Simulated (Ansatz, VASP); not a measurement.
**SnO (Romarchite) in VASP and in Ansatz**

The input INCAR:

```
ALGO = Normal
EDIFF = 1E-7
ENCUT = 520
GGA = PE
ISIF = 2
ISMEAR = 0
LASPH = T
LCHARG = F
LREAL = F
LWAVE = F
NBANDS = 28
NELM = 80
PREC = Accurate
SIGMA = 0.01
```

KPOINTS

```
k-points
0
Gamma
  6 6 4
```

Contents of POSCAR:

```
SnO
1.0
    3.8852427300      0.0000000000      0.0000000000
    0.0000000000      3.8852427300      0.0000000000
    0.0000000000      0.0000000000      4.9512143967
Sn O
2 2
Direct
    0.5000000000      0.0000000000      0.2369000000
    0.0000000000      0.5000000000      0.7631000000
    0.0000000000      0.0000000000      0.0000000000
    0.5000000000      0.5000000000      0.0000000000
```

Input for Ansatz:

```yaml
crystal:
  lattice:
    - [3.885242729954274, 0.0, 0.0]
    - [0.0, 3.885242729954274, 0.0]
    - [0.0, 0.0, 4.951214396662626]
  atoms:
    - { symbol: Sn, position: [0.5, 0.0, 0.2369] }
    - { symbol: Sn, position: [0.0, 0.5, 0.7631] }
    - { symbol: O, position: [0.0, 0.0, 0.0] }
    - { symbol: O, position: [0.5, 0.5, 0.0] }
basis:
  ecutwfc: 420.0
kpoints:
  mp_grid:
    grid: [6, 6, 4]
hamiltonian:
  xc: pbe
  pseudopotentials:
    kind: paw
scf:
  occupations:
    method: fixed
output:
  stress: true
```

Alike in both runs: task single point; functional PBE; k mesh 6 × 6 × 4; no spin polarisation.

|  | VASP | Ansatz |
| --- | --- | --- |
| version | VASP 6.6.1 | Ansatz 0.2.0 |
| potentials or method | VASP PAW PBE potentials, release 64 (Sn_d, O) | plane waves, PAW |
| plane-wave cutoff (eV) | 520 | 420 |
| occupations | gaussian, width 0.01 eV | fixed |
| valence electrons in the cell | 40 | 40 |

|  | VASP | Ansatz | Ansatz less VASP |
| --- | --- | --- | --- |
| pressure (GPa) | -1.2 | -1.4 | -0.17 |
| largest component of the traceless stress (GPa) | 0.21 | 0.18 | -0.023 |
